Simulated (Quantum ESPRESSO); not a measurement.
# ZrS and the effect of the Hubbard U on Zr d

It takes space group Fm-3m (No. 225, cubic). The conventional cell has a = 5.250 Å, b = 5.250 Å, c = 5.250 Å, α = 90.00°, β = 90.00°, γ = 90.00°. Zr (site symmetry m-3m) is surrounded by 6 S at 2.62 Å. S (site symmetry m-3m) has 6 Zr at 2.62 Å as nearest neighbours.

Kept alike: task single point; functional PBEsol; k mesh 9 × 9 × 9; occupations fermi-dirac, width 0.05 eV; no spin polarisation. Program: Quantum ESPRESSO, GBRV 1.5 PBEsol, cutoff 612 eV. The mesh is that of the run's cell of 2 atoms. No spin-orbit coupling.

```csv
"Hubbard U on Zr d, U (eV)",pressure (GPa)
0,-6.58
1,-5.61
2,-4.55
3,-3.40
4,-2.14
5,?
6,0.58
8,3.42
```

Pressure is positive in compression; the values hold the error of the finite cutoff, so their zero can differ a little from the energy's minimum. U acts here on a shell without spin polarisation. For a metal such a mesh leaves the last digits unconverged. How U acts hangs on the program's projectors.

Question: Fit the rows shown and predict the run at 5 eV.

Answer: A least-squares parabola through the rows shown is pressure = 0.03542 U² + 0.9746 U - 6.611 (largest miss 0.068); at U = 5 it gives -0.85 GPa. The run gave: pressure -0.77 GPa.
